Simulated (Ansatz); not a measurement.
Write the native input for Ansatz 0.2.0 that does the following.

```
Task                                : band structure
Functional                          : LDA
Potentials or basis                 : Ansatz PAW
Cutoff                              : 420 eV (not typed: the program's choice for these potentials)
k mesh                              : 10 × 10 × 10
Occupations                         : fermi-dirac, width 0.05 eV
Spin                                : no spin polarisation
Path                                : [["G", "X", "W", "K", "G", "L", "U", "W", "L", "K"], ["U", "X"]]
Points for each segment of the path : 14
```

HfC:

```
Hf C
1.0
     0.00000    2.32500    2.32500
     2.32500    0.00000    2.32500
     2.32500    2.32500    0.00000
Hf C
1 1
Direct
  0.50000 0.50000 0.50000
  0.00000 0.00000 0.00000
```

The input as run:

input.yaml

```yaml
crystal:
  lattice:
    - [0.0, 2.325, 2.325]
    - [2.325, 0.0, 2.325]
    - [2.325, 2.325, 0.0]
  atoms:
    - { symbol: Hf, position: [0.5, 0.5, 0.5] }
    - { symbol: C, position: [0.0, 0.0, 0.0] }
hamiltonian:
  xc: lda
  pseudopotentials: { kind: paw }
kpoints:
  mp_grid: { grid: [10, 10, 10] }
  band_path:
    path:
      - [[0.0, 0.0, 0.0], [0.5, 0.0, 0.5], [0.5, 0.25, 0.75], [0.375, 0.375, 0.75], [0.0, 0.0, 0.0], [0.5, 0.5, 0.5], [0.625, 0.25, 0.625], [0.5, 0.25, 0.75], [0.5, 0.5, 0.5], [0.375, 0.375, 0.75]]
      - [[0.625, 0.25, 0.625], [0.5, 0.0, 0.5]]
    npoints: 14
scf:
  occupations: { method: fermi_dirac, width: 0.05 }
  n_extra_bands: 6
output:
  forces: true
  stress: true
  eigenvalues: true
  fatbands: true
  write_density: true
  write_potential: true
  elf: true
  volumetric_format: npy
```

Potentials or basis: Ansatz PAW.

Command:

```console
$ ansatz run input.yaml --threads 2 --pin off --max-ram 5632MiB --backend cpu --events-out ev --progress --plain --runs-dir out
```

Results of the run:

```json
{
  "Pressure": "-11.9 GPa",
  "Band gap on the k mesh": "none (metal or under the smearing width)"
}
```

Caveat: spin-orbit coupling is left out, which moves the levels of the heavy elements; the PAW data sets come from PBE, with cores solved anew for the run's functional, which leaves a small shift of forces and pressure.

Wall time 2.5 s on 2 threads of Arm Neoverse V1, on a shared host, peak memory 0.33 GiB.
